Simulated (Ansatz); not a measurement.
System: Os (fcc type), 1 atom in the cell.

Computed with Ansatz 0.2.0 development build, PBE, plane waves, PAW datasets (generated hard set).

Cutoff 700 eV; k-mesh 12×12×12 Γ-centred; Fermi–Dirac smearing of 0.1 eV; no spin polarisation; no spin–orbit coupling.

```
Os
1.0
     0.00000    1.93000    1.93000
     1.93000    0.00000    1.93000
     1.93000    1.93000    0.00000
Os
1
Direct
  0.00000 0.00000 0.00000
```

**Question.** Is the cell under compression or tension, and by how much?

**Answer.** The pressure is -1.47 GPa, so at these settings the cell is stretched and would shrink.

**Question.** Metal or insulator on this mesh?

**Answer.** No gap opens on the mesh: metallic.

The stress includes the program's correction for the finite plane-wave basis.

This cubic structure is a model: it isn't the usual form of the substance at ambient conditions, and such phases are metastable or hypothetical. The k-mesh is modest, so these values aren't fully converged in k.
